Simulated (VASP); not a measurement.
PbSe (Clausthalite), 2 atoms in the cell. The structure is cubic, space group Fm-3m (No. 225). Conventional cell: a = 6.121 Å, b = 6.121 Å, c = 6.121 Å, α = 90.00°, β = 90.00°, γ = 90.00°. Pb (site symmetry m-3m) is surrounded by 6 Se at 3.06 Å. Se (site symmetry m-3m) is surrounded by 6 Pb at 3.06 Å. 

* Program: VASP 6.6.1
* Task: band structure
* Functional: PBE
* Potentials or basis: VASP PAW PBE potentials, release 64 (Pb_d, Se)
* Cutoff: 520 eV
* k mesh: 8 × 8 × 8
* Occupations: fermi-dirac, width 0.05 eV
* Spin: no spin polarisation
* Further INCAR settings: ALGO = Fast; EDIFF = 1e-06; NBANDS = 17

Potentials or basis: VASP PAW PBE potentials, release 64 (Pb_d, Se).

Launch:

```console
$ cat potpaw_PBE.64/Pb_d/POTCAR potpaw_PBE.64/Se/POTCAR > POTCAR
$ cp INCAR.step1 INCAR
$ cp KPOINTS.step1 KPOINTS
$ mpirun -np 1 vasp_std > vasp.out
$ cp INCAR.step2 INCAR
$ cp KPOINTS.step2 KPOINTS
$ mpirun -np 1 vasp_std > vasp.out
```

Hardware: 1 thread of Intel(R) Xeon(R) Platinum 8488C (Sapphire Rapids) (shared host).

Estimate the wall time of this run.

Wall time 64 s on 1 thread of Intel(R) Xeon(R) Platinum 8488C (Sapphire Rapids), with other jobs on the host, peak memory 0.23 GiB. Counts: scf iterations 10, k points 100.
